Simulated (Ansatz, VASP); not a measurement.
# Cross-check of Ga3Pt2 between VASP and Ansatz

Wanted: the spread between two codes on one cell, functional and k mesh.

Calculated with Ansatz 0.2.0; plane waves, with VASP 6.6.1 beside it; single point at PBEsol.

The database entry behind the starting cell is an old determination (1947), so it need not match the best structure at ambient conditions.

### 1. Starting point

It takes space group P-3m1 (No. 164, trigonal). The conventional cell has a = 4.220 Å, b = 4.220 Å, c = 5.170 Å, α = 90.00°, β = 90.00°, γ = 120.00°. Nearest to Pt lie 8 Ga at 2.45 to 2.72 Å. Nearest to Ga lie 5 Pt at 2.45 to 2.72 Å. Nearest to Ga lie 6 Pt at 2.57 Å. Farther neighbours are not listed.

### 2. VASP: single point, PBEsol

A single point gives forces, pressure and levels at one fixed geometry, so differences don't come from the geometry; what else differs is listed under the comparison.

Lines of VASP's logs that name or quote its potential files are left out, and so is its time.

INCAR

```
SYSTEM = Ga3Pt2
PREC = Accurate
ENCUT = 400
EDIFF = 1E-05
NELM = 100
ISMEAR = 0
SIGMA = 0.05
LREAL = .FALSE.
ALGO = Normal
GGA = PS
NBANDS = 36
LASPH = .TRUE.
LORBIT = 11
LWAVE = .FALSE.
LCHARG = .FALSE.
KPAR = 8
```

POSCAR

```
Ga3Pt2
1.0
    4.2200000000      0.0000000000      0.0000000000
   -2.1100000000      3.6546272040      0.0000000000
    0.0000000000      0.0000000000      5.1700000000
Pt Ga
2 3
Direct
    0.6666666667      0.3333333333      0.8400000000
    0.3333333333      0.6666666667      0.1600000000
    0.6666666667      0.3333333333      0.3670000000
    0.3333333333      0.6666666667      0.6330000000
    0.0000000000      0.0000000000      0.0000000000
```

KPOINTS

```
Automatic mesh
0
Gamma
6 6 4
0 0 0
```

The projector-augmented-wave data sets are Pt and Ga_d (PBE family, release 64).

Command:

```bash
$ mpirun -np 8 vasp_std
```

Numbers of over 12 decimals in the logs are rounded to 6 here.

The log of the run:

```text
[banner, memory and clock lines left out]
running    8 mpi-ranks, on    1 nodes
 distrk:  each k-point on    1 cores,    8 groups
 distr:  one band on    1 cores,    1 groups

 POSCAR found type information on POSCAR PtGa
 POSCAR found :  2 types and       5 ions
|                                                                             |
|           W    W    AA    RRRRR   N    N  II  N    N   GGGG   !!!           |
|           W    W   A  A   R    R  NN   N  II  NN   N  G    G  !!!           |
|           W    W  A    A  R    R  N N  N  II  N N  N  G       !!!           |
|           W WW W  AAAAAA  RRRRR   N  N N  II  N  N N  G  GGG   !            |
|           WW  WW  A    A  R   R   N   NN  II  N   NN  G    G                |
|           W    W  A    A  R    R  N    N  II  N    N   GGGG   !!!           |
|                                                                             |
|     For optimal performance we recommend to set                             |
|       NCORE = 2 up to number-of-cores-per-socket                            |
|     NCORE specifies how many cores store one orbital (NPAR=cpu/NCORE).      |
|     This setting can greatly improve the performance of VASP for DFT.       |
|     The default, NCORE=1 might be grossly inefficient on modern             |
|     multi-core architectures or massively parallel machines. Do your        |
|     Unfortunately you need to use the default for GW and RPA                |
|     calculations (for HF NCORE is supported but not extensively tested      |
|     yet).                                                                   |
|                                                                             |

|                                                                             |
|               ----> ADVICE to this user running VASP <----                  |
|                                                                             |
|     You enforced a specific xc type in the INCAR file but a different       |
|     [... a line on the potential file left out ...]
|     I HOPE YOU KNOW WHAT YOU ARE DOING!                                     |
|                                                                             |

 LDA part: xc-table for (Slater+PW92), standard interpolation
 POSCAR, INCAR and KPOINTS ok, starting setup
 FFT: planning ... GRIDC
 FFT: planning ... GRID_SOFT
 FFT: planning ... GRID
 WAVECAR not read
 entering main loop
       N       E                     dE             d eps       ncg     rms          rms(c)
DAV:   1     0.466272393881E+03    0.46627E+03   -0.24058E+04  1924   0.249E+03
DAV:   2     0.339706107080E+02   -0.43230E+03   -0.41716E+03  1844   0.556E+02
DAV:   3    -0.256234720932E+02   -0.59594E+02   -0.57490E+02  2008   0.156E+02
DAV:   4    -0.281083728115E+02   -0.24849E+01   -0.24577E+01  2048   0.342E+01
DAV:   5    -0.281808687196E+02   -0.72496E-01   -0.72403E-01  2492   0.532E+00    0.148E+01
DAV:   6    -0.272283519540E+02    0.95252E+00   -0.38876E+00  1992   0.133E+01    0.652E+00
DAV:   7    -0.270590228367E+02    0.16933E+00   -0.46182E-01  2280   0.843E+00    0.339E+00
DAV:   8    -0.270104415424E+02    0.48581E-01   -0.11857E-01  2208   0.452E+00    0.511E-01
DAV:   9    -0.270095048591E+02    0.93668E-03   -0.12718E-02  2196   0.180E+00    0.179E-01
DAV:  10    -0.270095725027E+02   -0.67644E-04   -0.30030E-03  2228   0.730E-01    0.504E-02
DAV:  11    -0.270095878944E+02   -0.15392E-04   -0.41516E-04  1972   0.439E-01    0.288E-02
DAV:  12    -0.270096025444E+02   -0.14650E-04   -0.10507E-04  2308   0.118E-01    0.447E-03
DAV:  13    -0.270096037260E+02   -0.11817E-05   -0.13194E-05  1164   0.429E-02
   1 F= -.27009604E+02 E0= -.27009068E+02  d E =-.107129E-02
```

Parts of OUTCAR (step 2):

```text
ion  position               nearest neighbor table
   1  0.667  0.333  0.840-   3 2.45   5 2.57   5 2.57   5 2.57   4 2.66   4 2.66   4 2.66   3 2.72
                             2 2.95   2 2.95   2 2.95
   2  0.333  0.667  0.160-   4 2.45   5 2.57   5 2.57   5 2.57   3 2.66   3 2.66   3 2.66   4 2.72
                             1 2.95   1 2.95   1 2.95
   3  0.667  0.333  0.367-   1 2.45   2 2.66   2 2.66   2 2.66   1 2.72   4 2.80   4 2.80   4 2.80

  LATTYP: Found a hexagonal cell.
 ALAT       =     4.2200000000
 C/A-ratio  =     1.2251184834

 Subroutine GETGRP returns: Found 12 space group operations
 (whereof 12 operations were pure point group operations)

The static configuration has the point symmetry D_3d.

 Found     24 irreducible k-points:

   k-points           NKPTS =     24   k-points in BZ     NKDIM =     24   number of bands    NBANDS=     36

   dimension x,y,z NGX =    28 NGY =   28 NGZ =   36
   dimension x,y,z NGXF=    56 NGYF=   56 NGZF=   72

   ENCUT  =  400.0 eV  29.40 Ry    5.42 a.u.   6.88  6.88  8.43*2*pi/ulx,y,z

   NELECT =      59.0000    total number of electrons

 k-points in reciprocal lattice and weights: Automatic mesh
   0.00000000  0.00000000  0.00000000       0.007
   0.16666667  0.00000000  0.00000000       0.042
   0.33333333  0.00000000  0.00000000       0.042
   0.50000000 -0.00000000  0.00000000       0.021
   0.16666667  0.16666667  0.00000000       0.042
   0.33333333  0.16666667  0.00000000       0.083
   0.33333333  0.33333333  0.00000000       0.014
   0.00000000  0.00000000  0.25000000       0.014
   0.16666667  0.00000000  0.25000000       0.042
[...]
0.33333333  0.16666667  0.50000000       0.083
   0.33333333  0.33333333  0.50000000       0.014

 average (electrostatic) potential at core
       1 -65.8758       2 -65.8758       3 -61.8286       4 -61.8286       5 -61.9269

 E-fermi :   8.5195

 k-point     1 :       0.0000    0.0000    0.0000
  band No.  band energies     occupation
    ...
     24       4.7174      2.00000
     25       5.9415      2.00000
     26       5.9415      2.00000
     27       6.1786      2.00000
     28       6.8547      2.00000
     29      10.2043      0.00000
     30      10.2219      0.00000
     31      10.2219      0.00000
     32      10.8131      0.00000
     33      12.8918      0.00000
    ...

 k-point     2 :       0.1667    0.0000    0.0000
  band No.  band energies     occupation
    ...
     25       5.6074      2.00000
     26       5.9212      2.00000
     27       6.2058      2.00000
     28       6.9465      2.00000
     29       8.2532      2.00000
     30       9.0322      0.00000
     31      10.4812      0.00000
     32      11.9509      0.00000
     33      12.0975      0.00000
     34      13.4043      0.00000
    ...

 k-point     3 :       0.3333    0.0000    0.0000
  band No.  band energies     occupation
    ...
     26       5.7978      2.00000
     27       5.8332      2.00000
     28       6.6655      2.00000
     29       6.8688      2.00000
     30       7.2947      2.00000
     31      10.3809      0.00000
     32      10.4815      0.00000
     33      12.1488      0.00000
     34      12.9462      0.00000
     35      13.6094      0.00000
    ...

  Total        1.4481030      1.4481030      1.3650009      0.0000000      0.0000000      0.0000000
  in kB       29.0980557     29.0980557     27.4282085      0.0000000      0.0000000      0.0000000
  external PRESSURE =      28.5414399 kB  Pullay stress =       0.0000000 kB

  energy-cutoff  :      400.00
  volume of cell :       79.73
      direct lattice vectors                 reciprocal lattice vectors
     4.220000000  0.000000000  0.000000000     0.236966825  0.136812860  0.000000000
    -2.110000000  3.654627204  0.000000000     0.000000000  0.273625720  0.000000000
     0.000000000  0.000000000  5.170000000     0.000000000  0.000000000  0.193423598

 POSITION                                       TOTAL-FORCE (eV/Angst)
 -----------------------------------------------------------------------------------
      2.11000      1.21821      4.34280        -0.000000      0.000000      0.196856
     -0.00000      2.43642      0.82720        -0.000000     -0.000000     -0.196856
      2.11000      1.21821      1.89739         0.000000     -0.000000     -0.616096
     -0.00000      2.43642      3.27261        -0.000000      0.000000      0.616096
      0.00000      0.00000      0.00000        -0.000000      0.000000      0.000000
 -----------------------------------------------------------------------------------
    total drift:                                0.000000     -0.000000      0.000000

  FREE ENERGIE OF THE ION-ELECTRON SYSTEM (eV)
  ---------------------------------------------------
  free  energy   TOTEN  =       -27.0096037260 eV

  energy  without entropy=      -27.0085324336  energy(sigma->0) =      -27.00906808

 total charge
# of ion       s       p       d       tot
------------------------------------------
    1        0.701   0.664   8.188   9.554
    2        0.701   0.664   8.188   9.554
    3        0.866   0.759  10.028  11.653
    4        0.866   0.759  10.028  11.653
    5        0.865   0.787  10.050  11.701
--------------------------------------------------
tot          3.999   3.633  46.483  54.115

[... 3 further parts left out ...]
```

The run ends at a pressure of 2.85 GPa, with forces up to 0.62 eV/Å.

### 3. Ansatz: single point, PBEsol

Ansatz runs on its default PAW (the set named soft_2) files.

The same cell, functional, mesh and smearing now go to Ansatz, which takes its cutoff from its data sets.

input.yaml

```yaml
crystal:
  lattice:
    - [4.22, 0.0, 0.0]
    - [-2.11, 3.654627204, 0.0]
    - [0.0, 0.0, 5.17]
  atoms:
    - { symbol: Pt, position: [0.6666666667, 0.3333333333, 0.84] }
    - { symbol: Pt, position: [0.3333333333, 0.6666666667, 0.16] }
    - { symbol: Ga, position: [0.6666666667, 0.3333333333, 0.367] }
    - { symbol: Ga, position: [0.3333333333, 0.6666666667, 0.633] }
    - { symbol: Ga, position: [0.0, 0.0, 0.0] }
hamiltonian:
  xc: pbesol
  pseudopotentials: { kind: paw }
kpoints:
  mp_grid: { grid: [6, 6, 4] }
scf:
  occupations: { method: gaussian, width: 0.05 }
  n_extra_bands: 5
output:
  forces: true
  stress: true
  eigenvalues: true
```

Command:

```bash
$ ansatz run input.yaml --threads 2 --pin off --max-ram 4608MiB --backend cpu --events-out ev --progress --plain --runs-dir out
```

The log of the run:

```text
scf.n_extra_bands = 5 over 38 filled bands (N_el = 75.0): the run solves 43 bands
Engine: ansatz 0.2.0, aarch64-unknown-linux-gnu
Pseudopotentials: kind: paw
Pseudopotential: Pt, paw, valence charge 18, recommended cutoff 420 eV (normal), Pt.paw.azcp
Pseudopotential: Ga, paw, valence charge 13, recommended cutoff 420 eV (normal), Ga.paw.azcp
Functional definition: PBEsol
  exchange = pbesol_x
  correlation = pbesol_c
Crystal: 5 atoms, lattice volume = 79.734 Å³
Basis set: ecut = 420 eV, 1535 PW (Γ), exchange–correlation on 60×60×72 points (8 copies of the dense FFT grid, shifted against one another)
Bands: 43, of which v1, the nominal top of the filled ones, is band 38 counted from 1 (37 counted from 0)
Symmetry: 12 space group operations
Space group: P-3m1 (ITA 164), of the structure as read, at distance tolerance 4.3e-5 Å
k-points: 24 of 144
Non-local potential: Pt, projectors of the file, l = 0: 3, l = 1: 2, l = 2: 2, l = 3: 1
Non-local potential: Ga, projectors of the file, l = 0: 2, l = 1: 2, l = 2: 3, l = 3: 1
PAW form: soft (Blöchl's): semilocal exchange-correlation on the pseudo side does not see the compensation charge
PAW frozen core: Pt, regenerated for the run's functional, and the local potential with it (the file was generated under x = pbe(κ = 0.804, μ = 0.219515), c = pbe(β = 0.066725))
PAW frozen core: Ga, regenerated for the run's functional, and the local potential with it (the file was generated under x = pbe(κ = 0.804, μ = 0.219515), c = pbe(β = 0.066725))
PAW one-centre angular grid: Pt, 590 points (default); XC on 64 Gauss nodes
PAW one-centre angular grid: Ga, 590 points (default); XC on 64 Gauss nodes
Initial density: superposition of atomic densities (neutral atoms: chi_scale 0, normalization atom), corrected by the library's trained network
Initial wavefunctions: pseudopotential atomic-orbital guess
Functional: x = pbesol(κ = 0.804, μ = 0.123457), c = pbesol(β = 0.046)
SCF iter   1: F=—  HF=-36000.286415 eV  |F-HF|=—  |Δ(HF+E_count)|=         —  Δρ=4.64e-3  dr2=1.71e-2  ethr=1.77e-3  ⟨swp⟩=6.1  Hψ=3572  notcnv=0
preconditioner: auto → LDOS  [insulator: Δε(μ)=0.183 eV  Ē_g=13.175 eV  σ=0.050 eV  W_gap=0.67  n_scr=22 (ndim 8)  ℏωp=31.9 eV  f_vac=0.030  D(μ)=0.86/eV (n_scr^D=2)  ε∞_Penn≈6.9  β→1.0]
SCF iter   2: F=—  HF=-36000.293449 eV  |F-HF|=—  |Δ(HF+E_count)|=   7.03e-3  Δρ=4.11e-3  dr2=3.23e-2  ethr=2.28e-5  ⟨swp⟩=2.0  Hψ=2172  notcnv=0  defer=34
SCF iter   3: F=—  HF=-36000.282325 eV  |F-HF|=—  |Δ(HF+E_count)|=   1.11e-2  Δρ=1.19e-3  dr2=2.29e-3  ethr=2.28e-5  ⟨swp⟩=2.0  Hψ=1868  notcnv=0  defer=34
SCF iter   4: F=—  HF=-36000.281814 eV  |F-HF|=—  |Δ(HF+E_count)|=   5.11e-4  Δρ=3.70e-4  dr2=1.26e-4  ethr=3.06e-6  ⟨swp⟩=2.0  Hψ=1320  notcnv=0  defer=34
SCF iter   5: F=—  HF=-36000.281781 eV  |F-HF|=—  |Δ(HF+E_count)|=   3.31e-5  Δρ=5.88e-5  dr2=2.76e-6  ethr=1.68e-7  ⟨swp⟩=2.0  Hψ=1702  notcnv=0  defer=34
SCF iter   6: F=—  HF=-36000.281782 eV  |F-HF|=—  |Δ(HF+E_count)|=   6.91e-7  Δρ=1.44e-5  dr2=1.24e-7  ethr=3.68e-9  ⟨swp⟩=2.0  Hψ=1765  notcnv=0  defer=34
SCF iter   7: F=-36000.281782 eV  HF=-36000.281782 eV  |F-HF|=1.53e-10  |Δ(HF+E_count)|=   3.83e-8  Δρ=3.60e-6  dr2=4.77e-9  ethr=1.33e-10  ⟨swp⟩=8.2  Hψ=4242  notcnv=0
SCF 1 converged in 7 iterations: F = -36000.281782 eV  dr2 = 4.77e-9
  greatest PAW one-centre occupation: 1.000 electrons in one spin orbital (limit 2), on the Pt atom at site 1 (counted from 0), in its partial waves of l = 0
SCF converged after 7 iterations
Free energy (F): -36000.281782 eV
Harris-Foulkes:  -36000.281782 eV  (|F-HF|=1.53e-10)
Internal energy: -36000.280710 eV  (E = F + TS)
E sigma→0 (E₀):  -36000.281246 eV
Entropy (-TS):   -0.001071 eV (-0.214 meV/atom)
Fermi energy:    16.051758 eV
--- Per-component energies (eV) ---
  E_band       = -418.991605
  E_kinetic    = 1631.310549
  E_local      = -8938.417414  (includes V_loc(G=0)·N_el)
  E_nonlocal   = 1684.275521
  E_hartree    = 3905.179377
  E_xc         = -730.151208
  E_vxc        = -784.458878  (∫ρ·V_xc dr)
  E_paw        = -24484.593192  (= ΣΔE_a)
  E_vpaw       = -1822.063467  (= ΣTr[D̂ρ^β])
  E_aug_tail   = 0.000031  (compensation charges beyond the density's cutoff)
  E_ewald      = -9071.047271
  E_core_change = 3.162896  (= ΣΔE_core)
  E_smearing   = -0.001071  (= −TS)
  E_closure    = 0.000000  (closes the sum)
  Σ components = -36000.281782   (vs F -36000.281782, Δ=0.00e0)
--- Forces (eV/Å), atoms counted from 1 ---
  atom   1  Pt     0.00000000    -0.00000000     0.19994479
  atom   2  Pt     0.00000000     0.00000000    -0.19994479
  atom   3  Ga    -0.00000000     0.00000000    -0.61883888
  atom   4  Ga     0.00000000    -0.00000000     0.61883888
  atom   5  Ga     0.00000000     0.00000000     0.00000000
  max |Σ_I F_I| component: 2.78e-17 eV/Å
--- Stress (GPa, compression-positive) ---
        3.405575       0.000000       0.000000
        0.000000       3.405575       0.000000
        0.000000      -0.000000       3.253793
  P = ⅓ Tr σ = 3.3550 GPa (33.550 kbar)
--- Band table (eV; the first three rows and the last of 24) ---
  k-point 0: bands = [... 34 lower, 13.7141, 14.3877, 17.7387, 17.7529, 17.7529, 18.3480, 20.4243, 20.4243, ... 1 higher]
  k-point 1: bands = [... 34 lower, 13.4618, 15.8561, 17.2421, 18.0190, 18.0190, 19.1447, 20.4100, 20.4496, ... 1 higher]
  k-point 2: bands = [... 34 lower, 13.2674, 15.4494, 18.4071, 18.4071, 18.4990, 19.7380, 20.5231, 20.5231, ... 1 higher]
  k-point 23: bands = [... 34 lower, 13.1912, 13.7587, 13.8300, 13.8300, 16.3971, 21.3061, 21.6204, 21.6204, ... 1 higher]
```

Wall time 5 s (2 threads of Arm Neoverse N1, shared host); peak memory 0.38 GiB; 9.5 s of CPU time.

Reading the cycles: dr2 is the Hartree energy of the density residual (eV), the measure of convergence; HF is the Harris–Foulkes estimate of the energy, which meets the free energy F at convergence.

The run ends at a pressure of 3.35 GPa, with forces up to 0.62 eV/Å.

### 4. Comparison

Known differences besides the potentials themselves: the data sets hold 75 valence electrons in Ansatz (default PAW (the set named soft_2) files) and 59 in VASP; the cutoff is 420 eV in Ansatz and 400 eV in VASP; Ansatz makes its cores anew for this functional, VASP keeps those of its PBE data sets. Total energies have different zeros and are not compared.

The two programs side by side:

```tsv
quantity	Ansatz	VASP	difference
pressure (GPa)	3.35	2.85	+0.50
pressure without Ansatz's Pulay correction (GPa)	3.29	2.85	+0.43
```

Forces (eV/Å; atoms numbered as in POSCAR):

```tsv
atom	Ansatz x, y, z	VASP x, y, z
Pt1	0.000, 0.000, 0.200	0.000, 0.000, 0.197
Pt2	0.000, 0.000, -0.200	0.000, 0.000, -0.197
Ga3	0.000, 0.000, -0.619	0.000, 0.000, -0.616
Ga4	0.000, 0.000, 0.619	0.000, 0.000, 0.616
Ga5	0.000, 0.000, 0.000	0.000, 0.000, 0.000
```

The forces differ by 1.5 meV/Å r.m.s., which is 0.6 % of the r.m.s. force of 0.24 eV/Å (both taken over all components). Ansatz's pressure holds a Pulay correction of 0.07 GPa; VASP's holds none.

### 5. Outcome

* r.m.s. force difference (single point, PBEsol): 0.64 % of the r.m.s. force
* difference in pressure (single point, PBEsol): 0.50 GPa

The difference in pressure is 0.50 GPa (single point, PBEsol), within the 1 GPa picked in this series as the mark of a large difference. 1 further run of this series is not shown here. Such differences can come from data sets, numerical settings and the points named under the comparisons, not from the functional's error against experiment.

[Lines on the potential files, build, host, timing and source positions are cut from VASP's logs without a mark.]

[Logs are printed without paths, hosts, clocks, repeated set-up lines and the standing remarks that a program may print on its own settings, such as how far it seeks lower states.]

[Hosts, paths, dates, database ids (printed as entryN), source tags and the programs' standing remarks are cut or masked in the printed files.]
